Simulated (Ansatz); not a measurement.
The system is SiO2.

```
CELL_PARAMETERS angstrom
4.97559 0.00000 0.00000
0.00000 4.97559 0.00000
0.00000 0.00000 6.90089
ATOMIC_POSITIONS crystal
Si 0.80325 0.80325 0.50000
Si 0.69675 0.30325 0.25000
Si 0.30325 0.69675 0.75000
Si 0.19675 0.19675 0.00000
O 0.76176 0.11039 0.43204
O 0.88961 0.23824 0.06796
O 0.11039 0.76176 0.56796
O 0.26176 0.38961 0.81796
O 0.23824 0.88961 0.93204
O 0.73824 0.61039 0.31796
O 0.38961 0.26176 0.18204
O 0.61039 0.73824 0.68204
```

The cell comes from a database or a generator and needn't be the stable form of this composition.

```yaml
Program: Ansatz 0.2.0
Task: relaxation of cell and atoms
Functional: PBE
Potentials_or_basis: Ansatz PAW
Cutoff: "420 eV (not typed: the program's choice for these potentials)"
k_mesh: 6 × 6 × 4
Occupations: fermi-dirac, width 0.05 eV
Spin: no spin polarisation
```

At the start: volume 14.24 Å³/atom.

Q: Where does the relaxation end?

A: It ends after 12 steps and the volume is 15.28 Å³/atom (+7.4 %); space group P4_32_12 (No. 96, to 0.05 Å).

The path:
| step | energy change (eV) | largest force (eV/Å) | volume (Å³) |
| --- | --- | --- | --- |
| 1 | 0.0000 | 0.2777 | 170.84 |
| 2 | -0.0440 | 0.1277 | 173.85 |
| 3 | -0.0534 | 0.0332 | 177.47 |
| 4 | -0.0523 | 0.0121 | 178.33 |
| 5 | -0.0500 | 0.0015 | 179.23 |
| 6 | -0.0865 | 0.0015 | 179.23 |
| 7 | -0.0813 | 0.0049 | 181.98 |
| 8 | -0.0786 | 0.0118 | 182.74 |
| 9 | -0.0782 | 0.0006 | 182.96 |
| 10 | -0.0917 | 0.0006 | 182.96 |
| 11 | -0.0904 | 0.0006 | 183.40 |
| 12 | -0.0915 | 0.0006 | 183.40 |

Final structure:
```xyz
12
Lattice="5.0831 0.0000 0.0000 0.0000 5.0831 0.0000 0.0000 0.0000 7.0982" Properties=species:S:1:pos:R:3 pbc="T T T"
Si    4.0358    4.0358    3.5491
Si    3.5888    1.4943    1.7746
Si    1.4943    3.5888    5.3237
Si    1.0473    1.0473    0.0000
O     3.8574    0.4761    3.0120
O     4.6070    1.2257    0.5371
O     0.4761    3.8574    4.0862
O     1.3158    2.0654    5.8608
O     1.2257    4.6070    6.5611
O     3.7673    3.0177    2.3117
O     2.0654    1.3158    1.2374
O     3.0177    3.7673    4.7865
```

Caveat: the plane-wave basis is chosen anew once the cell has moved, so the energies of steps on either side of that aren't comparable; the pressure holds a Pulay correction of +0.5 GPa for the finite cutoff.
